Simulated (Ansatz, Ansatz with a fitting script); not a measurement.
# CdTe (F-43m): converging an RPA energy, part 3 of 4

Aim: see which settings move the RPA energy of CdTe (F-43m), and what they cost.

Ansatz 0.2.0; EXX+RPA on LDA, plane waves, norm-conserving pseudopotentials.

So far. Step 17 (Long-wave term, 3×3×3 mesh, cutoffs to 160 eV, 317 …): Extrapolated from these cutoffs, the correlation energy is -25.24 eV per atom (fit error 0.34); such a limit moves with the range of cutoffs. Step 18 (Response cutoff, 3×3×3 mesh, cutoffs to 340 eV, 937 …): Extrapolated from these cutoffs, the correlation energy is -30.13 eV per atom (fit error 0.21); such a limit moves with the range of cutoffs.

The database entry behind the starting cell differs from later determinations by our own check (an axis about 1.1 % short against later determinations), so it need not match the best structure at ambient conditions.

In doubt: RPA on norm-conserving files with a d shell is listed as unsure, so the values of those runs are not to be relied on.

## 19. Response cutoff, 3×3×3 mesh, cutoffs to 340 eV, 984 empty bands, volume +5 %

Input file input.yaml:

```yaml
crystal:
  lattice:
    - [0.0, 3.2575503236, 3.2575503236]
    - [3.2575503236, 0.0, 3.2575503236]
    - [3.2575503236, 3.2575503236, 0.0]
  atoms:
    - { symbol: Cd, position: [0.0, 0.0, 0.0] }
    - { symbol: Te, position: [0.75, 0.75, 0.75] }
kpoints:
  mp_grid: { grid: [3, 3, 3] }
hamiltonian:
  xc: lda
  pseudopotentials: { kind: nc, xc_functional: pbe }
scf:
  occupations: { method: fixed }
  lower_state_search: "off"
  convergence: { dr2_threshold: 1.0e-09 }
output:
  rpa_energy:
    ecut_chi_ladder: [204, 238, 272, 306, 340]
    long_wavelength: optical_limit
    n_empty_bands: 984
basis:
  ecutwfc: 1120.0
  xc_grid: 3
```

Launch:

```bash
$ ansatz run input.yaml --threads 4 --pin off --max-ram 18432MiB --backend cpu --events-out ev --progress --plain --runs-dir out
```

Output:

```text
[...]
Crystal: 2 atoms, lattice volume = 69.136 Å³
Basis set: ecut = 1120 eV, 5961 PW (Γ), exchange–correlation on 162×162×162 points (27 copies of the dense FFT grid, shifted against one another)
Bands: 22, of which v1, the nominal top of the filled ones, is band 18 counted from 1 (17 counted from 0)
Symmetry: 24 space group operations
[...]
k-points: 4 of 27 (time reversal used)
[...]
E_c(E_cut→∞)            =       -60.156993 ± 0.421948 eV  (E_cut^-3/2 fit over 5 rungs)
[...]
( 0.0000,  0.0000,  0.3333)    0.55680     0.057244           0.054580   0.030168
    ( 0.0000,  0.3333,  0.3333)    0.64294     0.074719           0.071187   0.040410
    ( 0.0000,  0.3333, -0.3333)    0.90925     0.127246           0.120332   0.076145
  core–valence xc dropped  : E_EXX =     -6922.380128 eV   E_EXX+RPA =     -6982.537120 eV
  core–valence xc semilocal: E_EXX =     -7634.398029 eV   E_EXX+RPA =     -7694.555021 eV
[key lines of the parts left out:]
SCF converged after 8 iterations
Free energy (F): -7715.766836 eV
Fermi energy:    7.116386 eV
```

Elapsed: 8.5 min, on 4 threads of Arm Neoverse V1, shared host; peak memory 11 GiB; 33 min of CPU time.

This step gave:

- exact exchange energy: -595.8677 eV
- RPA correlation energy: -60.1570 eV

Extrapolated from these cutoffs, the correlation energy is -30.08 eV per atom (fit error 0.21); such a limit moves with the range of cutoffs.

## 20. Bands, 3×3×3 mesh, cutoffs to 160 eV, 730 empty bands

input.yaml, the sections that differ from step 19:

```yaml
crystal:
  lattice:
    - [0.0, 3.205, 3.205]
    - [3.205, 0.0, 3.205]
    - [3.205, 3.205, 0.0]
  atoms:
    - { symbol: Cd, position: [0.0, 0.0, 0.0] }
    - { symbol: Te, position: [0.75, 0.75, 0.75] }
output:
  rpa_energy:
    ecut_chi_ladder: [96, 112, 128, 144, 160]
    long_wavelength: optical_limit
    n_empty_bands: 730
# kpoints, hamiltonian, scf, basis: as in step 19
```

Output:

```text
[...]
Crystal: 2 atoms, lattice volume = 65.844 Å³
Basis set: ecut = 1120 eV, 5601 PW (Γ), exchange–correlation on 150×150×150 points (27 copies of the dense FFT grid, shifted against one another)
Bands: 22, of which v1, the nominal top of the filled ones, is band 18 counted from 1 (17 counted from 0)
Symmetry: 24 space group operations
[...]
k-points: 4 of 27 (time reversal used)
[...]
E_c(E_cut→∞)            =       -51.186166 ± 0.681871 eV  (E_cut^-3/2 fit over 5 rungs)
[...]
( 0.0000,  0.0000,  0.3333)    0.56593     0.058141           0.055354   0.030754
    ( 0.0000,  0.3333,  0.3333)    0.65348     0.075865           0.072168   0.041190
    ( 0.0000,  0.3333, -0.3333)    0.92416     0.129291           0.122051   0.077635
  core–valence xc dropped  : E_EXX =     -6922.231630 eV   E_EXX+RPA =     -6973.417797 eV
  core–valence xc semilocal: E_EXX =     -7634.277982 eV   E_EXX+RPA =     -7685.464148 eV
[key lines of the parts left out:]
SCF converged after 8 iterations
Free energy (F): -7715.770081 eV
Fermi energy:    7.820521 eV
```

Run time: 2.3 min. Hardware: 4 threads; peak memory 6.9 GiB; 8.7 min of CPU time.

Numbers from this step:

```yaml
exact_exchange_energy: -596.3848 eV
rpa_correlation_energy: -51.1862 eV
```

Extrapolated from these cutoffs, the correlation energy is -25.59 eV per atom (fit error 0.34); such a limit moves with the range of cutoffs.

## 21. Bands, 3×3×3 mesh, cutoffs to 160 eV, 767 empty bands, volume +5 %

input.yaml, the sections that differ from step 20:

```yaml
crystal:
  lattice:
    - [0.0, 3.2575503236, 3.2575503236]
    - [3.2575503236, 0.0, 3.2575503236]
    - [3.2575503236, 3.2575503236, 0.0]
  atoms:
    - { symbol: Cd, position: [0.0, 0.0, 0.0] }
    - { symbol: Te, position: [0.75, 0.75, 0.75] }
output:
  rpa_energy:
    ecut_chi_ladder: [96, 112, 128, 144, 160]
    long_wavelength: optical_limit
    n_empty_bands: 767
# kpoints, hamiltonian, scf, basis: as in step 20
```

Output:

```text
[...]
Crystal: 2 atoms, lattice volume = 69.136 Å³
Basis set: ecut = 1120 eV, 5961 PW (Γ), exchange–correlation on 162×162×162 points (27 copies of the dense FFT grid, shifted against one another)
Bands: 22, of which v1, the nominal top of the filled ones, is band 18 counted from 1 (17 counted from 0)
Symmetry: 24 space group operations
[...]
k-points: 4 of 27 (time reversal used)
[...]
E_c(E_cut→∞)            =       -51.046380 ± 0.685058 eV  (E_cut^-3/2 fit over 5 rungs)
[...]
( 0.0000,  0.0000,  0.3333)    0.55680     0.057244           0.054544   0.030214
    ( 0.0000,  0.3333,  0.3333)    0.64294     0.074719           0.071138   0.040467
    ( 0.0000,  0.3333, -0.3333)    0.90925     0.127246           0.120228   0.076260
  core–valence xc dropped  : E_EXX =     -6922.380128 eV   E_EXX+RPA =     -6973.426507 eV
  core–valence xc semilocal: E_EXX =     -7634.398029 eV   E_EXX+RPA =     -7685.444408 eV
[key lines of the parts left out:]
SCF converged after 8 iterations
Free energy (F): -7715.766836 eV
Fermi energy:    7.116386 eV
```

The job ended after 2.6 min (4 threads; peak memory 7.6 GiB; 9.9 min of CPU time).

This step gave:

```
exact exchange energy  : -595.8677 eV
RPA correlation energy : -51.0464 eV
```

Extrapolated from these cutoffs, the correlation energy is -25.52 eV per atom (fit error 0.34); such a limit moves with the range of cutoffs.

## 22. Wavefunction cutoff, 3×3×3 mesh, cutoffs to 160 eV, 302 empty bands

input.yaml, the sections that differ from step 21:

```yaml
crystal:
  lattice:
    - [0.0, 3.205, 3.205]
    - [3.205, 0.0, 3.205]
    - [3.205, 3.205, 0.0]
  atoms:
    - { symbol: Cd, position: [0.0, 0.0, 0.0] }
    - { symbol: Te, position: [0.75, 0.75, 0.75] }
output:
  rpa_energy:
    ecut_chi_ladder: [96, 112, 128, 144, 160]
    long_wavelength: optical_limit
    n_empty_bands: 302
basis:
  ecutwfc: 784
  xc_grid: 3
# kpoints, hamiltonian, scf: as in step 21
```

Output:

```text
Warning: basis.ecutwfc = 784 eV is below the records' recommended 1120 eV, and the density's cutoff is lower with it unless basis.ecutrho_ratio is high enough to keep the records' density cutoff: compare with a run at a higher cutoff
[...]
Crystal: 2 atoms, lattice volume = 65.844 Å³
Basis set: ecut = 784 eV, 3287 PW (Γ), exchange–correlation on 135×135×135 points (27 copies of the dense FFT grid, shifted against one another)
[...]
E_c(E_cut→∞)            =       -51.124941 ± 0.687754 eV  (E_cut^-3/2 fit over 5 rungs)
[...]
( 0.0000,  0.0000,  0.3333)    0.56593     0.058162           0.055166   0.030786
    ( 0.0000,  0.3333,  0.3333)    0.65348     0.075889           0.071912   0.041229
    ( 0.0000,  0.3333, -0.3333)    0.92416     0.129337           0.121498   0.077702
  core–valence xc dropped  : E_EXX =     -6921.449427 eV   E_EXX+RPA =     -6972.574368 eV
  core–valence xc semilocal: E_EXX =     -7633.074947 eV   E_EXX+RPA =     -7684.199888 eV
[key lines of the parts left out:]
SCF converged after 8 iterations
Free energy (F): -7714.680005 eV
Fermi energy:    7.815448 eV
```

It took 34 s on 4 threads; peak memory 1.7 GiB; 2.1 min of CPU time.

Numbers from this step:

* exact exchange energy: -596.3487 eV
* RPA correlation energy: -51.1249 eV

Extrapolated from these cutoffs, the correlation energy is -25.56 eV per atom (fit error 0.34); such a limit moves with the range of cutoffs.

## 23. Wavefunction cutoff, 3×3×3 mesh, cutoffs to 160 eV, 317 empty bands, volume +5 %

input.yaml, the sections that differ from step 22:

```yaml
crystal:
  lattice:
    - [0.0, 3.2575503236, 3.2575503236]
    - [3.2575503236, 0.0, 3.2575503236]
    - [3.2575503236, 3.2575503236, 0.0]
  atoms:
    - { symbol: Cd, position: [0.0, 0.0, 0.0] }
    - { symbol: Te, position: [0.75, 0.75, 0.75] }
output:
  rpa_energy:
    ecut_chi_ladder: [96, 112, 128, 144, 160]
    long_wavelength: optical_limit
    n_empty_bands: 317
# kpoints, hamiltonian, scf, basis: as in step 22
```

Output:

```text
[...]
Crystal: 2 atoms, lattice volume = 69.136 Å³
Basis set: ecut = 784 eV, 3479 PW (Γ), exchange–correlation on 135×135×135 points (27 copies of the dense FFT grid, shifted against one another)
Bands: 22, of which v1, the nominal top of the filled ones, is band 18 counted from 1 (17 counted from 0)
Symmetry: 24 space group operations
[...]
k-points: 4 of 27 (time reversal used)
[...]
E_c(E_cut→∞)            =       -50.984782 ± 0.691150 eV  (E_cut^-3/2 fit over 5 rungs)
[...]
( 0.0000,  0.0000,  0.3333)    0.55680     0.057263           0.054364   0.030243
    ( 0.0000,  0.3333,  0.3333)    0.64294     0.074741           0.070893   0.040504
    ( 0.0000,  0.3333, -0.3333)    0.90925     0.127288           0.119698   0.076323
  core–valence xc dropped  : E_EXX =     -6921.646676 eV   E_EXX+RPA =     -6972.631458 eV
  core–valence xc semilocal: E_EXX =     -7633.261265 eV   E_EXX+RPA =     -7684.246047 eV
[key lines of the parts left out:]
SCF converged after 8 iterations
Free energy (F): -7714.739639 eV
Fermi energy:    7.111437 eV
```

Elapsed: 39 s, on 4 threads; peak memory 1.9 GiB; 2.4 min of CPU time.

This step gave:

```
exact exchange energy  : -595.8365 eV
RPA correlation energy : -50.9848 eV
```

Extrapolated from these cutoffs, the correlation energy is -25.49 eV per atom (fit error 0.35); such a limit moves with the range of cutoffs.

## 24. Pair-density box, 3×3×3 mesh, cutoffs to 160 eV, 302 empty bands

input.yaml, the sections that differ from step 23:

```yaml
crystal:
  lattice:
    - [0.0, 3.205, 3.205]
    - [3.205, 0.0, 3.205]
    - [3.205, 3.205, 0.0]
  atoms:
    - { symbol: Cd, position: [0.0, 0.0, 0.0] }
    - { symbol: Te, position: [0.75, 0.75, 0.75] }
output:
  rpa_energy:
    ecut_chi_ladder: [96, 112, 128, 144, 160]
    long_wavelength: optical_limit
    n_empty_bands: 302
    ecutfock_ratio: 2
basis:
  ecutwfc: 1120.0
  xc_grid: 3
# kpoints, hamiltonian, scf: as in step 23
```

Output:

```text
[...]
Crystal: 2 atoms, lattice volume = 65.844 Å³
Basis set: ecut = 1120 eV, 5601 PW (Γ), exchange–correlation on 150×150×150 points (27 copies of the dense FFT grid, shifted against one another)
Bands: 22, of which v1, the nominal top of the filled ones, is band 18 counted from 1 (17 counted from 0)
Symmetry: 24 space group operations
[...]
k-points: 4 of 27 (time reversal used)
[...]
E_c(E_cut→∞)            =       -51.007410 ± 0.683466 eV  (E_cut^-3/2 fit over 5 rungs)
[...]
( 0.0000,  0.0000,  0.3333)    0.56593     0.058141           0.055170   0.030764
    ( 0.0000,  0.3333,  0.3333)    0.65348     0.075865           0.071916   0.041204
    ( 0.0000,  0.3333, -0.3333)    0.92416     0.129291           0.121492   0.077665
  core–valence xc dropped  : E_EXX =     -6922.231630 eV   E_EXX+RPA =     -6973.239041 eV
  core–valence xc semilocal: E_EXX =     -7634.277982 eV   E_EXX+RPA =     -7685.285392 eV
[key lines of the parts left out:]
SCF converged after 8 iterations
Free energy (F): -7715.770081 eV
Fermi energy:    7.820521 eV
```

Elapsed: 41 s, on 4 threads; peak memory 2.4 GiB.

Numbers from this step:

* exact exchange energy: -596.3848 eV
* RPA correlation energy: -51.0074 eV

Extrapolated from these cutoffs, the correlation energy is -25.50 eV per atom (fit error 0.34); such a limit moves with the range of cutoffs.

## 25. Pair-density box, 3×3×3 mesh, cutoffs to 160 eV, 317 empty bands, volume +5 %

input.yaml, the sections that differ from step 24:

```yaml
crystal:
  lattice:
    - [0.0, 3.2575503236, 3.2575503236]
    - [3.2575503236, 0.0, 3.2575503236]
    - [3.2575503236, 3.2575503236, 0.0]
  atoms:
    - { symbol: Cd, position: [0.0, 0.0, 0.0] }
    - { symbol: Te, position: [0.75, 0.75, 0.75] }
output:
  rpa_energy:
    ecut_chi_ladder: [96, 112, 128, 144, 160]
    long_wavelength: optical_limit
    n_empty_bands: 317
    ecutfock_ratio: 2
# kpoints, hamiltonian, scf, basis: as in step 24
```

Output:

```text
[...]
Crystal: 2 atoms, lattice volume = 69.136 Å³
Basis set: ecut = 1120 eV, 5961 PW (Γ), exchange–correlation on 162×162×162 points (27 copies of the dense FFT grid, shifted against one another)
Bands: 22, of which v1, the nominal top of the filled ones, is band 18 counted from 1 (17 counted from 0)
Symmetry: 24 space group operations
[...]
k-points: 4 of 27 (time reversal used)
[...]
E_c(E_cut→∞)            =       -50.873030 ± 0.686817 eV  (E_cut^-3/2 fit over 5 rungs)
[...]
( 0.0000,  0.0000,  0.3333)    0.55680     0.057244           0.054367   0.030223
    ( 0.0000,  0.3333,  0.3333)    0.64294     0.074719           0.070896   0.040480
    ( 0.0000,  0.3333, -0.3333)    0.90925     0.127246           0.119694   0.076289
  core–valence xc dropped  : E_EXX =     -6922.380128 eV   E_EXX+RPA =     -6973.253157 eV
  core–valence xc semilocal: E_EXX =     -7634.398029 eV   E_EXX+RPA =     -7685.271058 eV
[key lines of the parts left out:]
SCF converged after 8 iterations
Free energy (F): -7715.766836 eV
Fermi energy:    7.116386 eV
```

Wall time 47 s (4 threads); peak memory 2.6 GiB; 2.9 min of CPU time.

Numbers from this step:

```yaml
exact_exchange_energy: -595.8677 eV
rpa_correlation_energy: -50.8730 eV
```

Extrapolated from these cutoffs, the correlation energy is -25.44 eV per atom (fit error 0.34); such a limit moves with the range of cutoffs.

## 26. k mesh, 5×5×5 mesh, cutoffs to 160 eV, 302 empty bands

input.yaml, the sections that differ from step 25:

```yaml
crystal:
  lattice:
    - [0.0, 3.205, 3.205]
    - [3.205, 0.0, 3.205]
    - [3.205, 3.205, 0.0]
  atoms:
    - { symbol: Cd, position: [0.0, 0.0, 0.0] }
    - { symbol: Te, position: [0.75, 0.75, 0.75] }
kpoints:
  mp_grid: { grid: [5, 5, 5] }
output:
  rpa_energy:
    ecut_chi_ladder: [96, 112, 128, 144, 160]
    long_wavelength: optical_limit
    n_empty_bands: 302
# hamiltonian, scf, basis: as in step 25
```

Output:

```text
[...]
Crystal: 2 atoms, lattice volume = 65.844 Å³
Basis set: ecut = 1120 eV, 5601 PW (Γ), exchange–correlation on 150×150×150 points (27 copies of the dense FFT grid, shifted against one another)
Bands: 22, of which v1, the nominal top of the filled ones, is band 18 counted from 1 (17 counted from 0)
Symmetry: 24 space group operations
[...]
k-points: 10 of 125 (time reversal used)
[...]
( 0.0000,  0.2000, -0.2000)    0.55449     0.058049           0.055193   0.029919
    ( 0.0000,  0.2000,  0.4000)    0.65020     0.075621           0.071708   0.040665
    ( 0.0000,  0.0000,  0.4000)    0.67911     0.079075           0.074811   0.043524
    ( 0.0000,  0.4000,  0.4000)    0.78417     0.102326           0.096668   0.058246
  core–valence xc dropped  : E_EXX =     -6922.331278 eV   E_EXX+RPA =     -6973.220542 eV
  core–valence xc semilocal: E_EXX =     -7634.381837 eV   E_EXX+RPA =     -7685.271100 eV
[key lines of the parts left out:]
SCF converged after 8 iterations
Free energy (F): -7716.035165 eV
Fermi energy:    7.743492 eV
```

Wall time 5.7 min (4 threads); peak memory 2.3 GiB; 22 min of CPU time.

This step gave:

| Item | Value |
| --- | --- |
| exact exchange energy | -595.9926 eV |
| RPA correlation energy | -50.8893 eV |

Extrapolated from these cutoffs, the correlation energy is -25.44 eV per atom (fit error 0.35); such a limit moves with the range of cutoffs.

## 27. k mesh, 5×5×5 mesh, cutoffs to 160 eV, 317 empty bands, volume +5 %

input.yaml, the sections that differ from step 26:

```yaml
crystal:
  lattice:
    - [0.0, 3.2575503236, 3.2575503236]
    - [3.2575503236, 0.0, 3.2575503236]
    - [3.2575503236, 3.2575503236, 0.0]
  atoms:
    - { symbol: Cd, position: [0.0, 0.0, 0.0] }
    - { symbol: Te, position: [0.75, 0.75, 0.75] }
output:
  rpa_energy:
    ecut_chi_ladder: [96, 112, 128, 144, 160]
    long_wavelength: optical_limit
    n_empty_bands: 317
# kpoints, hamiltonian, scf, basis: as in step 26
```

Output:

```text
[...]
Crystal: 2 atoms, lattice volume = 69.136 Å³
Basis set: ecut = 1120 eV, 5961 PW (Γ), exchange–correlation on 162×162×162 points (27 copies of the dense FFT grid, shifted against one another)
Bands: 22, of which v1, the nominal top of the filled ones, is band 18 counted from 1 (17 counted from 0)
Symmetry: 24 space group operations
[...]
k-points: 10 of 125 (time reversal used)
[...]
( 0.0000,  0.2000, -0.2000)    0.54555     0.057145           0.054381   0.029388
    ( 0.0000,  0.2000,  0.4000)    0.63971     0.074441           0.070652   0.039951
    ( 0.0000,  0.0000,  0.4000)    0.66816     0.077810           0.073682   0.042747
    ( 0.0000,  0.4000,  0.4000)    0.77152     0.100738           0.095260   0.057230
  core–valence xc dropped  : E_EXX =     -6922.465399 eV   E_EXX+RPA =     -6973.274600 eV
  core–valence xc semilocal: E_EXX =     -7634.487976 eV   E_EXX+RPA =     -7685.297178 eV
[key lines of the parts left out:]
SCF converged after 8 iterations
Free energy (F): -7716.015302 eV
Fermi energy:    7.039478 eV
```

Elapsed: 6.4 min, on 4 threads; peak memory 2.5 GiB; 24 min of CPU time.

This step gave:

| Property | Result |
| --- | --- |
| exact exchange energy | -595.4842 eV |
| RPA correlation energy | -50.8092 eV |

Extrapolated from these cutoffs, the correlation energy is -25.40 eV per atom (fit error 0.34); such a limit moves with the range of cutoffs.

## 28. Wavefunction cutoff, 3×3×3 mesh, cutoffs to 160 eV, 302 empty bands

input.yaml, the sections that differ from step 27:

```yaml
crystal:
  lattice:
    - [0.0, 3.205, 3.205]
    - [3.205, 0.0, 3.205]
    - [3.205, 3.205, 0.0]
  atoms:
    - { symbol: Cd, position: [0.0, 0.0, 0.0] }
    - { symbol: Te, position: [0.75, 0.75, 0.75] }
kpoints:
  mp_grid: { grid: [3, 3, 3] }
output:
  rpa_energy:
    ecut_chi_ladder: [96, 112, 128, 144, 160]
    long_wavelength: optical_limit
    n_empty_bands: 302
basis:
  ecutwfc: 1456
  xc_grid: 3
# hamiltonian, scf: as in step 27
```

Output:

```text
[...]
Crystal: 2 atoms, lattice volume = 65.844 Å³
Basis set: ecut = 1456 eV, 8363 PW (Γ), exchange–correlation on 180×180×180 points (27 copies of the dense FFT grid, shifted against one another)
Bands: 22, of which v1, the nominal top of the filled ones, is band 18 counted from 1 (17 counted from 0)
Symmetry: 24 space group operations
[...]
k-points: 4 of 27 (time reversal used)
[...]
E_c(E_cut→∞)            =       -51.035936 ± 0.684268 eV  (E_cut^-3/2 fit over 5 rungs)
[...]
( 0.0000,  0.0000,  0.3333)    0.56593     0.058142           0.055172   0.030762
    ( 0.0000,  0.3333,  0.3333)    0.65348     0.075865           0.071918   0.041201
    ( 0.0000,  0.3333, -0.3333)    0.92416     0.129291           0.121497   0.077660
  core–valence xc dropped  : E_EXX =     -6922.242292 eV   E_EXX+RPA =     -6973.278228 eV
  core–valence xc semilocal: E_EXX =     -7634.279317 eV   E_EXX+RPA =     -7685.315253 eV
[key lines of the parts left out:]
SCF converged after 8 iterations
Free energy (F): -7715.771956 eV
Fermi energy:    7.820507 eV
```

The job ended after 62 s (4 threads; peak memory 3 GiB; 3.9 min of CPU time).

Numbers from this step:

- exact exchange energy: -596.3887 eV
- RPA correlation energy: -51.0359 eV

Extrapolated from these cutoffs, the correlation energy is -25.52 eV per atom (fit error 0.34); such a limit moves with the range of cutoffs.

(Continued in part 4 of 4.)

[Paths, hosts, dates, memory and timing lines, banners, echoed tables and standing remarks are left out of the program output.]

[Logs are printed without paths, hosts, clocks, repeated set-up lines and the standing remarks that a program may print on its own settings, such as how far it seeks lower states.]

[Runs of the session that timed out or met a known fault of the program may be left out.]

[Hosts, paths, dates, database ids (printed as entryN), source tags and the programs' standing remarks are cut or masked in the printed files.]
